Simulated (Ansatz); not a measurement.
# TaS2 (P-3m1) in Ansatz: notebook

One crystal, TaS2, is run at these levels: PBE; tasks: single point, equation of state.

Everything below comes from runs of Ansatz 0.2.0. Logs are shortened: lines on timing, memory, paths and dates and some standing lists are left out, and cuts for length are marked.

## (1) The crystal as given

The structure is trigonal, space group P-3m1 (No. 164). Conventional cell: a = 3.350 Å, b = 3.350 Å, c = 5.860 Å, α = 90.00°, β = 90.00°, γ = 120.00°. Around Ta (site symmetry -3m) lie 6 S at 2.43 Å. S (site symmetry 3m) has 3 Ta at 2.43 Å as nearest neighbours.

## (2) Single point, PBE, 17.85 Å³/atom (volume scaled by 0.94)

input.yaml

```yaml
crystal:
  lattice:
    - [3.2816134642, 0.0, 0.0]
    - [-1.6408067321, 2.8419606254, 0.0]
    - [0.0, 0.0, 5.7403745971]
  atoms:
    - { symbol: Ta, position: [0.0, 0.0, 0.0] }
    - { symbol: S, position: [0.6666666667, 0.3333333333, 0.75] }
    - { symbol: S, position: [0.3333333333, 0.6666666667, 0.25] }
hamiltonian:
  xc: pbe
  pseudopotentials: { kind: nc, accuracy: stringent }
kpoints:
  mp_grid: { grid: [9, 9, 5] }
scf:
  occupations: { method: fermi_dirac, width: 0.05 }
output:
  forces: true
  stress: true
  eigenvalues: true
```

Potentials or basis: PseudoDojo stringent (PBE files).

Run with:

```bash
ansatz run input.yaml --threads 2 --pin off --max-ram 5120MiB --backend cpu --events-out ev --progress --plain --runs-dir out
```

The program printed:

```text
Warning: RAYON_NUM_THREADS=2 ignored (pool sized by the plan → 2); use --threads N
Engine: ansatz 0.2.0, x86_64-unknown-linux-gnu
Pseudopotentials: kind: nc
Pseudopotential: Ta, nc, valence charge 27, recommended cutoff 1795.951492 eV (normal), Ta.nc.azcp (PseudoDojo's, or run here from an input of PseudoDojo's; its table is named by hamiltonian.pseudopotentials.accuracy)
Pseudopotential: S, nc, valence charge 6, recommended cutoff 770 eV (normal), S.nc.azcp (PseudoDojo's, or run here from an input of PseudoDojo's; its table is named by hamiltonian.pseudopotentials.accuracy)
Functional definition: PBE
  parameter kappa = 0.804
  parameter beta = 0.06672455060314922
  exchange = pbe_x(kappa = kappa, mu = beta*pi^2/3)
  correlation = pbe_c(beta = beta)
Crystal: 3 atoms, lattice volume = 53.536 Å³
Basis set: ecut = 1795.951492 eV, 9231 PW (Γ), exchange–correlation on 96×96×160 points (8 copies of the dense FFT grid, shifted against one another)
Bands: 24, of which v1, the nominal top of the filled ones, is band 20 counted from 1 (19 counted from 0)
Symmetry: 12 space group operations
Space group: P-3m1 (ITA 164), of the structure as read, at distance tolerance 3.8e-5 Å
k-points: 50 of 405
Non-local potential: Ta, projectors of the file, l = 0: 2, l = 1: 2, l = 2: 2, l = 3: 2
Non-local potential: S, projectors of the file, l = 0: 2, l = 1: 2, l = 2: 2
Initial density: superposition of atomic densities (chi_scale 0.1, normalization cell, long waves kept (reshape's long-wave potential 0.08 eV rms))
Initial wavefunctions: pseudopotential atomic-orbital guess
Functional: x = pbe(κ = 0.804, μ = 0.2195149727645171), c = pbe(β = 0.06672455060314922)
SCF iter   1: F=—  HF=-9427.704600 eV  |F-HF|=—  |Δ(HF+E_count)|=         —  Δρ=8.23e-2  dr2=1.28e1  ethr=3.10e-3  ⟨swp⟩=7.9  Hψ=6620  notcnv=0
preconditioner: auto → LDOS  [metal: Δε(μ)=0.029 eV  Ē_g=16.395 eV  σ=0.050 eV  W_gap=0.14  n_scr=22 (ndim 8)  ℏωp=28.3 eV  f_vac=0.010  D(μ)=2.06/eV (n_scr^D=22)  β→1.0]
SCF iter   2: F=—  HF=-9425.294006 eV  |F-HF|=—  |Δ(HF+E_count)|=    2.41e0  Δρ=1.88e-2  dr2=1.37e-1  ethr=3.10e-3  ⟨swp⟩=5.8  Hψ=3350  notcnv=0
SCF iter   3: F=—  HF=-9425.283298 eV  |F-HF|=—  |Δ(HF+E_count)|=   1.07e-2  Δρ=4.38e-3  dr2=9.24e-3  ethr=3.51e-4  ⟨swp⟩=3.1  Hψ=1954  notcnv=0
SCF iter   4: F=—  HF=-9425.281861 eV  |F-HF|=—  |Δ(HF+E_count)|=   1.44e-3  Δρ=9.26e-4  dr2=2.09e-4  ethr=2.37e-5  ⟨swp⟩=2.6  Hψ=2329  notcnv=0
SCF iter   5: F=—  HF=-9425.281825 eV  |F-HF|=—  |Δ(HF+E_count)|=   3.59e-5  Δρ=2.69e-4  dr2=1.50e-5  ethr=5.35e-7  ⟨swp⟩=2.1  Hψ=2159  notcnv=0
SCF iter   6: F=—  HF=-9425.281682 eV  |F-HF|=—  |Δ(HF+E_count)|=   1.43e-4  Δρ=2.27e-5  dr2=5.92e-8  ethr=2.56e-10  ⟨swp⟩=7.2  Hψ=8123  notcnv=0
SCF iter   7: F=-9425.281682 eV  HF=-9425.281682 eV  |F-HF|=7.99e-10  |Δ(HF+E_count)|=   7.51e-8  Δρ=2.23e-6  dr2=2.06e-9  ethr=1.52e-10  ⟨swp⟩=3.0  Hψ=5079  notcnv=0
SCF 1 converged in 7 iterations: F = -9425.281682 eV  dr2 = 2.06e-9
SCF converged after 7 iterations
Free energy (F): -9425.281682 eV
Harris-Foulkes:  -9425.281682 eV  (|F-HF|=7.99e-10)
Internal energy: -9425.267547 eV  (E = F + TS)
E sigma→0 (E₀):  -9425.274615 eV
Entropy (-TS):   -0.014135 eV (-4.712 meV/atom)
Fermi energy:    13.294581 eV
--- Per-component energies (eV) ---
  E_band       = -220.313015
  E_kinetic    = 5858.230368
  E_local      = -10573.645202  (includes V_loc(G=0)·N_el)
  E_nonlocal   = -3073.654236
  E_hartree    = 4362.304387
  E_xc         = -1603.573753
  E_vxc        = -1155.850433  (∫ρ·V_xc dr)
  E_ewald      = -4394.929111
  E_smearing   = -0.014135  (= −TS)
  E_closure    = 0.000000  (closes the sum)
  Σ components = -9425.281682   (vs F -9425.281682, Δ=0.00e0)
--- Forces (eV/Å), atoms counted from 1 ---
  atom   1  Ta    -0.00000000     0.00000000     0.00000000
  atom   2  S     -0.00000000     0.00000000    -2.36420391
  atom   3  S      0.00000000    -0.00000000     2.36420391
  max |Σ_I F_I| component: 2.63e-31 eV/Å
--- Stress (GPa, compression-positive) ---
       18.226544       0.000000       0.000000
        0.000000      18.226544      -0.000000
        0.000000      -0.000000      23.237853
  P = ⅓ Tr σ = 19.8970 GPa (198.970 kbar)
--- Band table (eV; the first three rows and the last of 50) ---
  k-point 0: bands = ["-55.3301", "-21.8752", "-21.7879", "-21.7879", "-7.0255", "-6.9840", "-6.9433", "-6.9433", "-6.9378", "-6.9190", "-6.9190", "-2.2632", "0.1007", "5.9308", "8.7941", "8.7941", "11.9595", "12.5710", "12.5710", "13.2967", "13.2967", "13.5424", "17.6501", "17.6501"]
  k-point 1: bands = ["-55.3301", "-21.8753", "-21.7879", "-21.7879", "-7.0256", "-6.9840", "-6.9433", "-6.9433", "-6.9378", "-6.9190", "-6.9190", "-2.1765", "-0.0910", "6.3106", "8.8043", "8.8043", "11.0433", "12.5167", "12.5167", "13.2850", "13.2850", "14.1467", "17.8110", "17.8110"]
  k-point 2: bands = ["-55.3301", "-21.8755", "-21.7879", "-21.7879", "-7.0256", "-6.9840", "-6.9433", "-6.9433", "-6.9378", "-6.9190", "-6.9190", "-2.0035", "-0.4187", "7.1138", "8.8209", "8.8209", "9.7994", "12.4325", "12.4325", "13.2655", "13.2655", "14.6602", "18.0904", "18.0904"]
  k-point 49: bands = ["-55.3095", "-22.0579", "-22.0579", "-21.7853", "-7.0102", "-6.9972", "-6.9413", "-6.9413", "-6.9270", "-6.9270", "-6.9210", "0.1577", "0.1577", "7.4109", "7.4109", "7.5563", "9.4349", "9.5965", "9.5965", "14.6175", "14.8936", "14.8936", "18.6115", "18.6115"]
```

Wall time 8.4 s (2 threads of Intel Xeon Platinum 8488C (Sapphire Rapids), shared host); peak memory 0.79 GiB.

What came out:

| Quantity | Value |
| --- | --- |
| Free energy | -9425.2817 eV |
| Pressure | 19.9 GPa |
| Largest force | 2.364 eV/Å |
| Band gap on the k mesh | none (metal or under the smearing width) |

Caveat: this functional lacks dispersion, which binds the layers, so the pressure and a relaxed spacing across them are unreliable; forces of over 1 eV/Å show positions far from the minimum, so gaps and moduli don't describe the material at rest.

## (3) Single point, PBE, 18.23 Å³/atom (volume scaled by 0.96)

Edit input.yaml of step 2 so:

```diff
@@ -2,5 +2,5 @@
   lattice:
-    - [3.2816134642, 0.0, 0.0]
-    - [-1.6408067321, 2.8419606254, 0.0]
-    - [0.0, 0.0, 5.7403745971]
+    - [3.3047241796, 0.0, 0.0]
+    - [-1.6523620898, 2.8619750921, 0.0]
+    - [0.0, 0.0, 5.7808011022]
   atoms:
```

Potentials or basis: PseudoDojo stringent (PBE files).

Run with:

```bash
ansatz run input.yaml --threads 2 --pin off --max-ram 5120MiB --backend cpu --events-out ev --progress --plain --runs-dir out
```

It took 8.8 s on 2 threads of Intel Xeon Platinum 8488C (Sapphire Rapids), shared host; peak memory 0.8 GiB.

The run converged. Its results:

```yaml
Free_energy: -9425.4086 eV
Pressure: 15.9 GPa
Largest_force: 1.951 eV/Å
Band_gap_on_the_k_mesh: none (metal or under the smearing width)
```

Caveat: this functional lacks dispersion, which binds the layers, so the pressure and a relaxed spacing across them are unreliable; forces of over 1 eV/Å show positions far from the minimum, so gaps and moduli don't describe the material at rest.

## (4) Single point, PBE, 18.60 Å³/atom (volume scaled by 0.98)

Edit input.yaml of step 3 so:

```diff
@@ -2,5 +2,5 @@
   lattice:
-    - [3.3047241796, 0.0, 0.0]
-    - [-1.6523620898, 2.8619750921, 0.0]
-    - [0.0, 0.0, 5.7808011022]
+    - [3.3275161011, 0.0, 0.0]
+    - [-1.6637580505, 2.8817134751, 0.0]
+    - [0.0, 0.0, 5.8206699559]
   atoms:
@@ -20 +20,5 @@
   eigenvalues: true
+  write_density: true
+  write_potential: true
+  elf: true
+  volumetric_format: npy
```

Run with:

```bash
ansatz run input.yaml --threads 2 --pin off --max-ram 5120MiB --backend cpu --events-out ev --progress --plain --runs-dir out
```

Wall time 12 s (2 threads of Intel Xeon Platinum 8488C (Sapphire Rapids), shared host); peak memory 0.81 GiB.

Results (log left out):

- Free energy: -9425.5084 eV
- Pressure: 12.2 GPa
- Largest force: 1.566 eV/Å
- Band gap on the k mesh: none (metal or under the smearing width)

Caveat: this functional lacks dispersion, which binds the layers, so the pressure and a relaxed spacing across them are unreliable; forces of over 1 eV/Å show positions far from the minimum, so gaps and moduli don't describe the material at rest.

## (5) Single point, PBE, 18.98 Å³/atom

Edit input.yaml of step 4 so:

```diff
@@ -2,5 +2,5 @@
   lattice:
-    - [3.3275161011, 0.0, 0.0]
-    - [-1.6637580505, 2.8817134751, 0.0]
-    - [0.0, 0.0, 5.8206699559]
+    - [3.35, 0.0, 0.0]
+    - [-1.675, 2.9011851027, 0.0]
+    - [0.0, 0.0, 5.86]
   atoms:
@@ -20,5 +20 @@
   eigenvalues: true
-  write_density: true
-  write_potential: true
-  elf: true
-  volumetric_format: npy
```

Run with:

```bash
ansatz run input.yaml --threads 2 --pin off --max-ram 5120MiB --backend cpu --events-out ev --progress --plain --runs-dir out
```

It took 9.8 s on 2 threads of Intel Xeon Platinum 8488C (Sapphire Rapids), shared host; peak memory 0.82 GiB.

Results (log left out):

| Property | Result |
| --- | --- |
| Free energy | -9425.5834 eV |
| Pressure | 8.9 GPa |
| Largest force | 1.206 eV/Å |
| Band gap on the k mesh | none (metal or under the smearing width) |

Caveat: this functional lacks dispersion, which binds the layers, so the pressure and a relaxed spacing across them are unreliable; forces of over 1 eV/Å show positions far from the minimum, so gaps and moduli don't describe the material at rest.

## (6) Single point, PBE, 19.36 Å³/atom (volume scaled by 1.02)

Edit input.yaml of step 5 so:

```diff
@@ -2,5 +2,5 @@
   lattice:
-    - [3.35, 0.0, 0.0]
-    - [-1.675, 2.9011851027, 0.0]
-    - [0.0, 0.0, 5.86]
+    - [3.372186077, 0.0, 0.0]
+    - [-1.6860930385, 2.920398809, 0.0]
+    - [0.0, 0.0, 5.898809078]
   atoms:
```

Potentials or basis: PseudoDojo stringent (PBE files).

Run with:

```bash
ansatz run input.yaml --threads 2 --pin off --max-ram 5120MiB --backend cpu --events-out ev --progress --plain --runs-dir out
```

Run time: 9.5 s. Hardware: 2 threads of Intel Xeon Platinum 8488C (Sapphire Rapids), shared host; peak memory 0.84 GiB.

The run converged. Its results:

```yaml
Free_energy: -9425.6360 eV
Pressure: 5.9 GPa
Largest_force: 0.871 eV/Å
Band_gap_on_the_k_mesh: none (metal or under the smearing width)
```

Caveat: this functional lacks dispersion, which binds the layers, so the pressure and a relaxed spacing across them are unreliable.

## (7) Single point, PBE, 19.74 Å³/atom (volume scaled by 1.04)

Edit input.yaml of step 6 so:

```diff
@@ -2,5 +2,5 @@
   lattice:
-    - [3.372186077, 0.0, 0.0]
-    - [-1.6860930385, 2.920398809, 0.0]
-    - [0.0, 0.0, 5.898809078]
+    - [3.3940840028, 0.0, 0.0]
+    - [-1.6970420014, 2.939362969, 0.0]
+    - [0.0, 0.0, 5.9371141064]
   atoms:
```

Run with:

```bash
ansatz run input.yaml --threads 2 --pin off --max-ram 5120MiB --backend cpu --events-out ev --progress --plain --runs-dir out
```

Run time: 8.3 s. Hardware: 2 threads of Intel Xeon Platinum 8488C (Sapphire Rapids), shared host; peak memory 0.85 GiB.

It converged, with:

```
Free energy            : -9425.6684 eV
Pressure               : 3.2 GPa
Largest force          : 0.558 eV/Å
Band gap on the k mesh : none (metal or under the smearing width)
```

Caveat: this functional lacks dispersion, which binds the layers, so the pressure and a relaxed spacing across them are unreliable.

## (8) Single point, PBE, 20.12 Å³/atom (volume scaled by 1.06)

Edit input.yaml of step 7 so:

```diff
@@ -2,5 +2,5 @@
   lattice:
-    - [3.3940840028, 0.0, 0.0]
-    - [-1.6970420014, 2.939362969, 0.0]
-    - [0.0, 0.0, 5.9371141064]
+    - [3.4157029551, 0.0, 0.0]
+    - [-1.7078514776, 2.9580855309, 0.0]
+    - [0.0, 0.0, 5.9749311394]
   atoms:
```

Run with:

```bash
ansatz run input.yaml --threads 2 --pin off --max-ram 5120MiB --backend cpu --events-out ev --progress --plain --runs-dir out
```

Wall time 8.3 s (2 threads of Intel Xeon Platinum 8488C (Sapphire Rapids), shared host); peak memory 0.85 GiB.

The run converged. Its results:

```
Free energy            : -9425.6822 eV
Pressure               : 0.7 GPa
Largest force          : 0.266 eV/Å
Band gap on the k mesh : none (metal or under the smearing width)
```

Caveat: this functional lacks dispersion, which binds the layers, so the pressure and a relaxed spacing across them are unreliable.

## (9) Equation of state, PBE

Potentials or basis: PseudoDojo stringent.

No new run: the results of the series are fitted here.

Results:

```yaml
Equilibrium_volume: "20.24 Å³/atom (rough: see the caveat)"
Bulk_modulus_at_fixed_shape_and_positions: 122 GPa (rough)
```

Energy against volume, from the lowest point:
| volume (Å³/atom) | energy (meV/atom) |
| --- | --- |
| 17.845 | 133.52 |
| 18.225 | 91.21 |
| 18.605 | 57.96 |
| 18.984 | 32.95 |
| 19.364 | 15.40 |
| 19.744 | 4.63 |
| 20.123 | 0.00 |

Caveat: the minimum lies outside the volumes run; the cell was scaled at fixed shape and fractional positions, which overstates the stiffness of a crystal with free parameters, most of all of layers and chains; this functional lacks dispersion, which binds the layers, so the pressure and a relaxed spacing across them are unreliable. Spin-orbit coupling is left out, which matters for the levels of Ta.
